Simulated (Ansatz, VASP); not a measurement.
Na: VASP beside Ansatz

File INCAR:

```
  PREC = Accurate
  ENCUT = 520
  EDIFF = 1E-6
  ISMEAR = -1
  SIGMA = 0.05
  LREAL = F
  LASPH = T
  NELM = 100
  ALGO = Normal
  ISIF = 2
  LWAVE = F
  LCHARG = T
  GGA = PS
  LELF = T
  LVHAR = T
  NBANDS = 10
```

KPOINTS

```
Automatic mesh
0
Gamma
  12 12 12
```

The input POSCAR:

```
Na
1.0
   -2.0888816270      2.0888816270      2.0888816270
    2.0888816270     -2.0888816270      2.0888816270
    2.0888816270      2.0888816270     -2.0888816270
Na
1
Direct
    0.0000000000      0.0000000000      0.0000000000
```

Input for Ansatz:

```yaml
crystal:
  lattice:
    - [-2.088881627, 2.088881627, 2.088881627]
    - [2.088881627, -2.088881627, 2.088881627]
    - [2.088881627, 2.088881627, -2.088881627]
  atoms:
    - { symbol: Na, position: [0.0, 0.0, 0.0] }
kpoints:
  mp_grid: { grid: [12, 12, 12] }
  band_path:
    path:
      - [0.0, 0.0, 0.0]
      - [0.5, -0.5, 0.5]
      - [0.0, 0.0, 0.5]
      - [0.0, 0.0, 0.0]
      - [0.25, 0.25, 0.25]
      - [0.5, -0.5, 0.5]
      - [0.25, 0.25, 0.25]
      - [0.0, 0.0, 0.5]
    npoints: 5
scf:
  occupations: { method: fermi_dirac, width: 0.05 }
hamiltonian:
  xc: pbesol
  pseudopotentials: { kind: all_electron, lapw: { basis_error: 0.00025 } }
output:
  forces: true
  stress: true
  eigenvalues: true
```

Change from the starting cell: volume scaled by 0.96.

Alike in both runs: task single point; functional PBEsol; k mesh 12 × 12 × 12; occupations fermi-dirac, width 0.05 eV; no spin polarisation.

|  | VASP | Ansatz |
| --- | --- | --- |
| version | VASP 6.6.1 | Ansatz 0.2.0 |
| potentials or method | VASP PAW PBE potentials, release 64 (Na_pv) | all-electron LAPW, scalar-relativistic |
| plane-wave cutoff (eV) | 520 | see its input |

```csv
,VASP,Ansatz,Ansatz less VASP
pressure (GPa),0.0,0.0,+0.02
```

Ansatz ran all-electron here, so the differences hold the error of VASP's frozen core and of both bases.

Caveats: the PAW data sets were made with another functional, which shifts forces and pressure a little (VASP).
